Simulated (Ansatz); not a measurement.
Crystal: InSe.

```
In Se
1.0
     4.04733    0.00000    0.00000
    -2.02366    3.50509    0.00000
     0.00000    0.00000   18.05206
In Se
4 4
Direct
  0.33333 0.66667 0.07739
  0.33333 0.66667 0.92261
  0.00000 0.00000 0.42261
  0.00000 0.00000 0.57739
  0.33333 0.66667 0.35298
  0.33333 0.66667 0.64702
  0.66667 0.33333 0.14700
  0.66667 0.33333 0.85300
```

Measurements of this composition are mostly on another form, of space group No. 160.

Base run:

* Program: Ansatz 0.2.0
* Functional: BLYP
* Potentials or basis: Ansatz PAW
* Cutoff: 420 eV (not typed: the program's choice for these potentials)
* k mesh: 6 × 6 × 2
* Occupations: fermi-dirac, width 0.05 eV
* Spin: no spin polarisation

Its results: band gap on the k mesh 0.65 eV, direct; pressure 3.9 GPa; largest force 0.442 eV/Å.

Task: The run is repeated on the same cell with these changes: functional from BLYP to RPBE. What comes out?

Result: Band gap on the k mesh 0.87 eV, direct; pressure 3.0 GPa; largest force 0.342 eV/Å.

Caveats: spin-orbit coupling is left out, which moves the levels of the heavy elements; this functional lacks dispersion, which binds the layers, so the pressure and a relaxed spacing across them are unreliable; the PAW data sets come from PBE, with cores solved anew for the run's functional, which leaves a small shift of forces and pressure.
